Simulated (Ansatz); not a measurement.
A run of Ansatz 0.2.0:

Contents of input.yaml:

```yaml
crystal:
  lattice:
    - [0.0, 2.1657188437, 2.1657188437]
    - [2.1657188437, 0.0, 2.1657188437]
    - [2.1657188437, 2.1657188437, 0.0]
  atoms:
    - { symbol: Ti, position: [0.0, 0.0, 0.0] }
    - { symbol: C, position: [0.5, 0.5, 0.5] }
kpoints:
  mp_grid: { grid: [8, 8, 8] }
scf:
  occupations: { method: fermi_dirac, width: 0.04 }
hamiltonian:
  xc: pbe
  pseudopotentials: { kind: all_electron, lapw: { basis_error: 0.003 } }
output:
  forces: true
  stress: true
  eigenvalues: true
```

Potentials or basis: all-electron LAPW, scalar-relativistic.

Command:

```bash
$ ansatz run input.yaml --threads 1 --pin off --max-ram 3072MiB --backend cpu --events-out ev --progress --plain --runs-dir out
```

Hardware: 1 thread of Arm Neoverse V2, with other jobs on the host.

**Question.** Estimate the wall time of this run.

**Answer.** It took 2.7 s on 1 thread of Arm Neoverse V2 (shared host), peak memory 0.22 GiB. Counts: scf iterations 10, plane waves 181, k points 29, bands 13.
